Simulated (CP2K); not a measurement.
The system is Ag.

```
Ag
1.0
     2.88888    0.00000    0.00000
     1.44444    2.50185    0.00000
     1.44444    0.83395    2.35876
Ag
1
Direct
  0.00000 0.00000 0.00000
```

Base run:

- Program: CP2K 2026.2
- Functional: RPBE
- Potentials or basis: POTENTIAL_UZH Ag GTH-PBE-q11; TZVP-MOLOPT-PBE-GTH basis
- Density cutoff: 9184 eV
- k mesh: 11 × 11 × 11
- Occupations: fermi-dirac, width 0.05 eV
- Spin: no spin polarisation

Its results: band gap on the k mesh none (metal or under the smearing width); pressure 7.2 GPa.

Problem. The run is repeated on the same cell with these changes: functional from RPBE to LDA. What comes out?

Solution. Band gap on the k mesh none (metal or under the smearing width); pressure -5.4 GPa.

LDA binds more tightly than RPBE, so the same cell stands under less pressure.

Caveats: the potentials were made for another functional, which shifts forces and pressure; the basis of atomic orbitals isn't converged, which shifts pressures, moduli and gaps.

Not every run made on this cell is shown here.
